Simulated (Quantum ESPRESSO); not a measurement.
GaP: equation of state with LDA

**Measured values to compare with.**

From “Phosphorous dimerization in GaP at high pressure”, 2017, arxiv:1709.06667, for a bulk crystal of GaP: bulk modulus 87.5 ± 0.6 GPa.

GaP:

```
Ga P
1.0
     0.00000    2.72525    2.72525
     2.72525    0.00000    2.72525
     2.72525    2.72525    0.00000
Ga P
1 1
Direct
  0.00000 0.00000 0.00000
  0.75000 0.75000 0.75000
```

```yaml
Program: Quantum ESPRESSO 7.5
Task: equation of state
Functional: LDA
Potentials_or_basis: PseudoDojo 0.4.1 SR LDA standard
Cutoff: 1088 eV
Density_cutoff: 4354 eV
k_mesh: 8 × 8 × 8
Occupations: fermi-dirac, width 0.05 eV
Spin: no spin polarisation
Form_of_the_LDA_correlation: PW92
Mixing_beta: 0.5
Most_SCF_iterations: 120
SCF_threshold: 4e-10 Ry
```

```yaml
Equilibrium_volume: 19.55 Å³/atom
Bulk_modulus: 90 GPa
Pressure_derivative_of_the_bulk_modulus: 4.5
```

Energy against volume, from the lowest point:
```tsv
volume (Å³/atom)	energy (meV/atom)
19.026	3.90
19.431	0.00
19.836	0.97
20.240	6.30
20.645	15.51
21.050	28.19
21.455	43.95
```

All runs of the series together: 2.1 min on 1 thread of Intel(R) Xeon(R) Platinum 8488C (Sapphire Rapids) (shared host).

A measured bulk modulus of GaP is 87.5 GPa (“Phosphorous dimerization in GaP at high pressure”, 2017, arxiv:1709.06667); the calculated 90 GPa misses it by +3.0 %. The fit is for a static lattice scaled at fixed shape and fixed fractional positions.

LDA usually gives volumes a few per cent too small.
